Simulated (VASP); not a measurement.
# KCl (R-3m) in VASP: notebook

The runs below take KCl through single point, with r2SCAN.

All numbers are computed with VASP 6.6.1; they aren't measurements. Logs are shortened: lines on timing, memory, paths and dates and some standing lists are left out, and cuts for length are marked.

## (1) The crystal as given

The structure is trigonal, space group R-3m (No. 166). The conventional cell has a = 5.402 Å, b = 5.402 Å, c = 6.716 Å, α = 90.00°, β = 90.00°, γ = 120.00°. Around K (site symmetry -3m) lie 8 Cl at 3.31 to 3.36 Å. Cl (site symmetry -3m) has 8 K at 3.31 to 3.36 Å as nearest neighbours.

Measurements of this composition are mostly on another form, of space group No. 225.

## (2) Single point, r2SCAN

Input file POSCAR:

```
KCl
1.0
    3.8391960000      0.0191959800      0.0191959800
    0.0191959800      3.8391960000      0.0191959800
    0.0191959800      0.0191959800      3.8391960000
K Cl
1 1
Direct
    0.0000000000      0.0000000000      0.0000000000
    0.5000000000      0.5000000000      0.5000000000
```

Input file INCAR.step1:

```
ALGO = Normal ; EDIFF = 1E-4
ENCUT = 520 ; GGA = PE
ISMEAR = 0 ; LASPH = T
LCHARG = F ; LREAL = F
LWAVE = T ; NBANDS = 15
NELM = 100 ; PREC = Accurate
SIGMA = 0.02
```

Input file INCAR.step2:

```
ALGO = Normal ; EDIFF = 1E-7
ENCUT = 520 ; ISIF = 2
ISMEAR = 0 ; ISTART = 1
LASPH = T ; LCHARG = F
LMIXTAU = T ; LREAL = F
LWAVE = F ; METAGGA = R2SCAN
NBANDS = 15 ; NELM = 100
PREC = Accurate ; SIGMA = 0.02
```

Input file KPOINTS:

```
k-points
0
Gamma
  5 5 5
```

Potentials or basis: VASP PAW PBE potentials, release 64 (K_sv, Cl).

Started as:

```console
cat potpaw_PBE.64/K_sv/POTCAR potpaw_PBE.64/Cl/POTCAR > POTCAR
cp INCAR.step1 INCAR
mpirun -np 1 vasp_std > vasp.out
cp INCAR.step2 INCAR
mpirun -np 1 vasp_std > vasp.out
```

OUTCAR:

```text
EDIFF = 1E-7
   ENCUT = 520
   ISIF = 2
   ISMEAR = 0
   ISTART = 1
   LASPH = T
   LREAL = F
   METAGGA = R2SCAN
   NELM = 100
   PREC = Accurate

 ion  position               nearest neighbor table
   1  0.000  0.000  0.000-
   2  0.500  0.500  0.500-

  LATTYP: Found a trigonal (rhomboedric) cell.
 ALAT       =     3.8392919787
 COS(alpha) =     0.0100244988

  Lattice vectors:

 A1 = (   3.8391960000,   0.0191959800,   0.0191959800)
 A2 = (   0.0191959800,   3.8391960000,   0.0191959800)
 A3 = (   0.0191959800,   0.0191959800,   3.8391960000)

Analysis of symmetry for initial positions (statically):
=====================================================================
 Subroutine PRICEL returns:
 Original cell was already a primitive cell.

 Routine SETGRP: Setting up the symmetry group for a
 trigonal (rhombohedral) supercell.

 Subroutine GETGRP returns: Found 12 space group operations
 (whereof 12 operations were pure point group operations)
 out of a pool of 12 trial point group operations.

The static configuration has the point symmetry D_3d.

Analysis of symmetry for dynamics (positions and initial velocities):
=====================================================================
 Subroutine PRICEL returns:
 Original cell was already a primitive cell.

 Routine SETGRP: Setting up the symmetry group for a
 trigonal (rhombohedral) supercell.

 Subroutine GETGRP returns: Found 12 space group operations
 (whereof 12 operations were pure point group operations)
 out of a pool of 12 trial point group operations.

The dynamic configuration has the point symmetry D_3d.

 Subroutine INISYM returns: Found 12 space group operations
 (whereof 12 operations are pure point group operations),
 and found     1 'primitive' translations

----------------------------------------------------------------------------------------

                                     Primitive cell

  volume of cell :      56.5833

  direct lattice vectors                    reciprocal lattice vectors
     3.839196000  0.019195980  0.019195980     0.260484162 -0.001295941 -0.001295941
     0.019195980  3.839196000  0.019195980    -0.001295941  0.260484162 -0.001295941
     0.019195980  0.019195980  3.839196000    -0.001295941 -0.001295941  0.260484162

  length of vectors
[... 83 lines left out ...]
   ISYM   =      2    0-nonsym 1-usesym 2-fastsym
   POTIM  = 0.5000    time-step for ionic-motion
   TEBEG  =    0.0;   TEEND  =   0.0 temperature during run
   PSTRESS=    0.0 pullay stress
   NELECT =      16.0000    total number of electrons
   NUPDOWN=      -1.0000    fix difference up-down
   EMIN   =  10.00;   EMAX   =-10.00  energy-range for DOS
   EFERMI =   0.00;   METHOD = LEGACY
   ISMEAR =     0;   SIGMA  =   0.02  broadening in eV -4-tet -1-fermi 0-gaus
   EFERMI_NEDOS =   21; number of points for ismear=-14 and -15
   IALGO  =     38    algorithm
   IMIX   =      4    mixing-type and parameters
     AMIX     =   0.40;   BMIX     =  1.00
     AMIX_MAG =   1.60;   BMIX_MAG =  1.00
  volume/ion in A,a.u.               =      28.29       190.92
  Fermi-wavevector in a.u.,A,eV,Ry     =   1.074530  2.030568 15.709498  1.154616
  Thomas-Fermi vector in A             =   2.210361
   LORBIT       =      0    0 simple, 1 ext, 2 COOP (PROOUT), +10 PAW based schemes
   METAGGA = R2SCAN    functional components
   LHFCALC =     F    Hartree Fock is set to
   AEXX    =    0.0000 exact exchange contribution
   IVDW    =     0    specifies the selected vdW correction
   LEPSILON=     F    determine dielectric tensor
   LRPA    =     F    only Hartree local field effects (RPA)
 non-spin polarized calculation
 Gauss-broadening in eV      SIGMA  =   0.02
  energy-cutoff  :      520.00
  volume of cell :       56.58
 maximum number of plane-waves:      1532
 NGX is ok and might be reduce to    30
   NGX = 15   NGY = 15   NGZ = 15

 number of electron      16.0000007 magnetization

 Free energy of the ion-electron system (eV)
  ---------------------------------------------------
  ext. energy  EPLUGINS =         0.00000000
  ---------------------------------------------------
  free energy    TOTEN  =       -16.39721302 eV

  energy without entropy =      -16.39721302  energy(sigma->0) =      -16.39721302

 E-fermi :  -1.1795     XC(G=0):  -8.4801

 val. band max:       -1.2694335418   @ k =   0.4000   0.4000   0.0000
 cond. band min:       4.3265623947   @ k =   0.0000   0.0000   0.0000
 fundamental gap:      5.5959959365
 Fermi energy:        -1.1794753510

 k-point     1 :       0.0000    0.0000    0.0000
  band No.  band energies     occupation
      1     -30.4054      2.00000
      2     -14.3591      2.00000
      3     -13.0252      2.00000
      4     -13.0238      2.00000
      5     -13.0238      2.00000
      6      -1.4418      2.00000
      7      -1.4418      2.00000
      8      -1.4250      2.00000
      9       4.3266      0.00000
     10       5.9156      0.00000
     11       5.9156      0.00000
     12      10.2054      0.00000
     13      10.2054      0.00000
     14      10.2905      0.00000
[... 311 lines left out ...]
      2     -14.0007      2.00000
      3     -13.1824      2.00000
      4     -13.1722      2.00000
      5     -13.1653      2.00000
      6      -2.4543      2.00000
      7      -2.4487      2.00000
      8      -2.3950      2.00000
      9       7.7041      0.00000
     10       8.0361      0.00000
     11       8.1540      0.00000
     12       9.2221      0.00000
     13       9.4328      0.00000
     14       9.5480      0.00000
     15      12.0724      0.00000

------------------------ aborting loop because EDIFF is reached ----------------------------------------

  FORCE on cell =-STRESS in cart. coord.  units (eV):
  Direction    XX          YY          ZZ          XY          YZ          ZX
  --------------------------------------------------------------------------------------
  -------------------------------------------------------------------------------------
  Total       -0.3942734     -0.3942734     -0.3942734     -0.0157998     -0.0157998     -0.0157998
  in kB      -11.1639965    -11.1639965    -11.1639965     -0.4473774     -0.4473774     -0.4473774
  external PRESSURE =     -11.1639965 kB  Pullay stress =       0.0000000 kB

 VOLUME and BASIS-vectors are now :
 -----------------------------------------------------------------------------
  energy-cutoff  :      520.00
  volume of cell :       56.58
      direct lattice vectors                 reciprocal lattice vectors
     3.839196000  0.019195980  0.019195980     0.260484162 -0.001295941 -0.001295941
     0.019195980  3.839196000  0.019195980    -0.001295941  0.260484162 -0.001295941
     0.019195980  0.019195980  3.839196000    -0.001295941 -0.001295941  0.260484162

 POSITION                                       TOTAL-FORCE (eV/Angst)
 -----------------------------------------------------------------------------------
      0.00000      0.00000      0.00000         0.000000      0.000000      0.000000
      1.93879      1.93879      1.93879        -0.000000     -0.000000      0.000000
 -----------------------------------------------------------------------------------
    total drift:                                0.000000      0.000000     -0.000000

  FREE ENERGIE OF THE ION-ELECTRON SYSTEM (eV)
  ---------------------------------------------------
  free  energy   TOTEN  =       -16.3972130205 eV

  energy  without entropy=      -16.3972130205  energy(sigma->0) =      -16.39721302
```

OUTCAR.step1:

```text
EDIFF = 1E-4
   ENCUT = 520
   GGA = PE
   ISMEAR = 0
   LASPH = T
[... 557 lines left out ...]
 -----------------------------------------------------------------------------------
      0.00000      0.00000      0.00000         0.000000      0.000000      0.000000
      1.93879      1.93879      1.93879        -0.000000     -0.000000      0.000000
 -----------------------------------------------------------------------------------
    total drift:                                0.000000      0.000000     -0.000000

  FREE ENERGIE OF THE ION-ELECTRON SYSTEM (eV)
  ---------------------------------------------------
  free  energy   TOTEN  =        -6.6546068374 eV

  energy  without entropy=       -6.6546068374  energy(sigma->0) =       -6.65460684
```

Run time: 43 s. Hardware: 1 thread of Intel Xeon Platinum 8488C (Sapphire Rapids), shared host; peak memory 0.17 GiB.

Results:

* Free energy: -16.3972 eV
* Pressure: -1.1 GPa
* Band gap on the k mesh: 5.60 eV, indirect (least direct gap 5.75 eV)

Caveat: the PAW data sets were made with another functional, which shifts forces and pressure a little; an odd mesh through Γ misses points on the zone boundary, where band edges often lie.

## (3) Single point, r2SCAN

Input file POSCAR:

```
KCl
1.0
    3.8391960000      0.0383919600      0.0383919600
    0.0383919600      3.8391960000      0.0383919600
    0.0383919600      0.0383919600      3.8391960000
K Cl
1 1
Direct
    0.0000000000      0.0000000000      0.0000000000
    0.5000000000      0.5000000000      0.5000000000
```

Input file INCAR.step1:

```
  PREC = Accurate
  ENCUT = 520
  ISMEAR = 0
  SIGMA = 0.02
  LREAL = F
  LASPH = T
  NELM = 100
  NBANDS = 15
  GGA = PE
  ALGO = Normal
  EDIFF = 1E-4
  LWAVE = T
  LCHARG = F
```

Input file INCAR.step2:

```
  PREC = Accurate
  ENCUT = 520
  EDIFF = 1E-6
  ISMEAR = 0
  SIGMA = 0.02
  LREAL = F
  LASPH = T
  NELM = 100
  ALGO = Normal
  ISIF = 2
  LWAVE = F
  LCHARG = F
  METAGGA = R2SCAN
  LMIXTAU = T
  NBANDS = 15
  ISTART = 1
```

Input file KPOINTS:

```
Automatic mesh
0
Gamma
  5 5 5
```

Potentials or basis: VASP PAW PBE potentials, release 64 (K_sv, Cl).

Started as:

```console
cat potpaw_PBE.64/K_sv/POTCAR potpaw_PBE.64/Cl/POTCAR > POTCAR
cp INCAR.step1 INCAR
mpirun -np 1 vasp_std > vasp.out
cp INCAR.step2 INCAR
mpirun -np 1 vasp_std > vasp.out
```

OUTCAR:

```text
PREC = Accurate
   ENCUT = 520
   EDIFF = 1E-6
   ISMEAR = 0
   LREAL = F
   LASPH = T
   NELM = 100
   ISIF = 2
   METAGGA = R2SCAN
   ISTART = 1

 ion  position               nearest neighbor table
   1  0.000  0.000  0.000-
   2  0.500  0.500  0.500-

  LATTYP: Found a trigonal (rhomboedric) cell.
 ALAT       =     3.8395799004
 COS(alpha) =     0.0200959808

  Lattice vectors:

 A1 = (   3.8391960000,   0.0383919600,   0.0383919600)
 A2 = (   0.0383919600,   3.8391960000,   0.0383919600)
 A3 = (   0.0383919600,   0.0383919600,   3.8391960000)

Analysis of symmetry for initial positions (statically):
=====================================================================
 Subroutine PRICEL returns:
 Original cell was already a primitive cell.

 Routine SETGRP: Setting up the symmetry group for a
 trigonal (rhombohedral) supercell.

 Subroutine GETGRP returns: Found 12 space group operations
 (whereof 12 operations were pure point group operations)
[... 168 lines left out ...]
  band No.  band energies     occupation
      1     -30.4021      2.00000
      2     -14.3593      2.00000
      3     -13.0231      2.00000
      4     -13.0204      2.00000
      5     -13.0204      2.00000
      6      -1.4474      2.00000
      7      -1.4474      2.00000
      8      -1.4133      2.00000
      9       4.3279      0.00000
     10       5.9187      0.00000
     11       5.9187      0.00000
     12      10.1713      0.00000
     13      10.1713      0.00000
     14      10.3486      0.00000
[... 311 lines left out ...]
      2     -14.0021      2.00000
      3     -13.1860      2.00000
      4     -13.1661      2.00000
      5     -13.1580      2.00000
      6      -2.4580      2.00000
      7      -2.4463      2.00000
      8      -2.3913      2.00000
      9       7.7192      0.00000
     10       7.9798      0.00000
     11       8.2033      0.00000
     12       9.2062      0.00000
     13       9.4022      0.00000
     14       9.6010      0.00000
     15      12.0747      0.00000

------------------------ aborting loop because EDIFF is reached ----------------------------------------

  FORCE on cell =-STRESS in cart. coord.  units (eV):
  Direction    XX          YY          ZZ          XY          YZ          ZX
  --------------------------------------------------------------------------------------
  -------------------------------------------------------------------------------------
  Total       -0.3840817     -0.3840817     -0.3840817     -0.0277989     -0.0277989     -0.0277989
  in kB      -10.8778420    -10.8778420    -10.8778420     -0.7873126     -0.7873126     -0.7873126
  external PRESSURE =     -10.8778420 kB  Pullay stress =       0.0000000 kB

 VOLUME and BASIS-vectors are now :
 -----------------------------------------------------------------------------
  energy-cutoff  :      520.00
  volume of cell :       56.57
      direct lattice vectors                 reciprocal lattice vectors
     3.839196000  0.038391960  0.038391960     0.260522791 -0.002579434 -0.002579434
     0.038391960  3.839196000  0.038391960    -0.002579434  0.260522791 -0.002579434
     0.038391960  0.038391960  3.839196000    -0.002579434 -0.002579434  0.260522791

 POSITION                                       TOTAL-FORCE (eV/Angst)
 -----------------------------------------------------------------------------------
      0.00000      0.00000      0.00000        -0.000000     -0.000000      0.000000
      1.95799      1.95799      1.95799         0.000000      0.000000      0.000000
 -----------------------------------------------------------------------------------
    total drift:                                0.000000      0.000000     -0.000000

  FREE ENERGIE OF THE ION-ELECTRON SYSTEM (eV)
  ---------------------------------------------------
  free  energy   TOTEN  =       -16.3966136582 eV

  energy  without entropy=      -16.3966136582  energy(sigma->0) =      -16.39661366
```

OSZICAR.step1:

```text
N       E                     dE             d eps       ncg     rms          rms(c)
DAV:   1     0.101262532474E+03    0.10126E+03   -0.73301E+03   570   0.974E+02
DAV:   2    -0.982706612033E+00   -0.10225E+03   -0.95505E+02   748   0.237E+02
DAV:   3    -0.679004476158E+01   -0.58073E+01   -0.57796E+01   774   0.500E+01
DAV:   4    -0.696887405109E+01   -0.17883E+00   -0.17880E+00   854   0.828E+00
DAV:   5    -0.697043345998E+01   -0.15594E-02   -0.15594E-02   795   0.827E-01    0.292E+00
DAV:   6    -0.668653172323E+01    0.28390E+00   -0.31082E-01   696   0.319E+00    0.241E+00
DAV:   7    -0.665210209792E+01    0.34430E-01   -0.90130E-02   759   0.194E+00    0.146E+00
DAV:   8    -0.665402433152E+01   -0.19222E-02   -0.17277E-02   799   0.102E+00    0.220E-01
DAV:   9    -0.665404604852E+01   -0.21717E-04   -0.80478E-04   745   0.201E-01
   1 F= -.66540460E+01 E0= -.66540460E+01  d E =-.690376E-13
```

It took 40 s on 1 thread of Intel Xeon Platinum 8488C (Sapphire Rapids), shared host; peak memory 0.17 GiB.

Results:

```
Free energy            : -16.3966 eV
Pressure               : -1.1 GPa
Band gap on the k mesh : 5.60 eV, indirect (least direct gap 5.74 eV)
```

Caveat: the PAW data sets were made with another functional, which shifts forces and pressure a little; an odd mesh through Γ misses points on the zone boundary, where band edges often lie.
